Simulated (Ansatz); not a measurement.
**ZnSe (F-43m) at 2 levels of theory**

One geometry, relaxed with PBE; plane waves with PAW potentials in Ansatz, scalar-relativistic. No spin polarisation. Gaps are the least over mesh and band path; pressure is positive in compression.

```cif
data_structure
_symmetry_space_group_name_H-M 'F-43m'
_symmetry_Int_Tables_number 216
_cell_length_a 5.7318
_cell_length_b 5.7318
_cell_length_c 5.7318
_cell_angle_alpha 90.000
_cell_angle_beta 90.000
_cell_angle_gamma 90.000
_cell_volume 188.31
loop_
_atom_site_label
_atom_site_type_symbol
_atom_site_symmetry_multiplicity
_atom_site_Wyckoff_symbol
_atom_site_fract_x
_atom_site_fract_y
_atom_site_fract_z
_atom_site_occupancy
Zn1 Zn 4 a 0.00000 0.00000 0.00000 1
Se1 Se 4 d 0.25000 0.25000 0.75000 1
```

| level | cutoff (eV) | k mesh | gap (eV) | pressure (GPa) |
| --- | --- | --- | --- | --- |
| PBE | 420 | 8×8×8 | 1.15 | 0.0 |

Task: What comes out on the same cell with LDA?

Result:
| level | cutoff (eV) | k mesh | gap (eV) | pressure (GPa) |
| --- | --- | --- | --- | --- |
| LDA | 420 | 8×8×8 | 0.90 | -5.1 |

It was relaxed from a cell as deposited in COD.
